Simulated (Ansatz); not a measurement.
HfC:

```
Hf C
1.0
     0.00000    2.32500    2.32500
     2.32500    0.00000    2.32500
     2.32500    2.32500    0.00000
Hf C
1 1
Direct
  0.50000 0.50000 0.50000
  0.00000 0.00000 0.00000
```

* Program: Ansatz 0.2.0
* Task: relaxation of cell and atoms
* Functional: B3LYP
* Potentials or basis: Ansatz PAW
* Cutoff: 420 eV (not typed: the program's choice for these potentials)
* k mesh: 5 × 5 × 5
* Occupations: fermi-dirac, width 0.05 eV
* Spin: no spin polarisation

At the start: volume 12.57 Å³/atom.

Problem. How do energy, volume and symmetry change on relaxing?

Solution. It ends after 5 steps and the volume is 12.83 Å³/atom (+2.0 %); space group Fm-3m (No. 225, to 0.05 Å).

Step by step:
| step | energy change (eV) | largest force (eV/Å) | volume (Å³) |
| --- | --- | --- | --- |
| 1 | 0.0000 | 0.0000 | 25.14 |
| 2 | -0.0012 | 0.0000 | 26.09 |
| 3 | -0.0071 | 0.0000 | 25.66 |
| 4 | -0.0072 | 0.0000 | 25.65 |
| 5 | -0.0078 | 0.0000 | 25.65 |

Final structure:
```
CELL_PARAMETERS angstrom
0.00000 2.34075 2.34075
2.34075 0.00000 2.34075
2.34075 2.34075 0.00000
ATOMIC_POSITIONS crystal
Hf 0.50000 0.50000 0.50000
C 0.00000 0.00000 0.00000
```

Caveat: the k mesh is coarse (spacing up to 0.47 Å⁻¹), so the values aren't converged, least of all with exact exchange; the plane-wave basis is chosen anew once the cell has moved, so the energies of steps on either side of that aren't comparable; the PAW data sets come from PBE, with cores solved anew for the run's functional, which leaves a small shift of forces and pressure.
